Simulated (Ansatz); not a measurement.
Input and command of a plane-wave DFT calculation in Ansatz:

```yaml
crystal:
  lattice:
    - [3.1458813836, 0.0, 0.0]
    - [-1.5729406918, 2.7244131955, 0.0]
    - [0.0, 0.0, 23.5674572586]
  atoms:
    - { symbol: W, position: [0.3333333333, 0.6666666667, 0.6345758579] }
    - { symbol: W, position: [0.6666666667, 0.3333333333, 0.3654241421] }
    - { symbol: S, position: [0.3333333333, 0.6666666667, 0.3000077676] }
    - { symbol: S, position: [0.6666666667, 0.3333333333, 0.5691101314] }
    - { symbol: S, position: [0.3333333333, 0.6666666667, 0.4330114382] }
    - { symbol: S, position: [0.6666666667, 0.3333333333, 0.702113802] }
basis:
  ecutwfc: 420
kpoints:
  mp_grid: { grid: [12, 12, 2] }
hamiltonian:
  xc: pbesol
scf:
  occupations: { method: gaussian, width: 0.05 }
output:
  forces: true
  stress: true
  eigenvalues: true
```

```bash
ansatz run input.yaml --threads 1 --pin off --max-ram 2560MiB --backend cpu --events-out ev --progress --plain --runs-dir out
```

Processor: Intel(R) Xeon(R) Platinum 8488C (Sapphire Rapids), 1 thread, on a host shared with other jobs.

Question: Estimate time, memory and problem size.

Answer: About 16 s on 1 thread of Intel(R) Xeon(R) Platinum 8488C (Sapphire Rapids), on a shared host, peak memory 0.55 GiB. It solves 32 bands at 38 k points (the mesh reduced by the symmetry that the task leaves, which can be less than the crystal's) with about 3931 plane waves, in 10 SCF iterations.
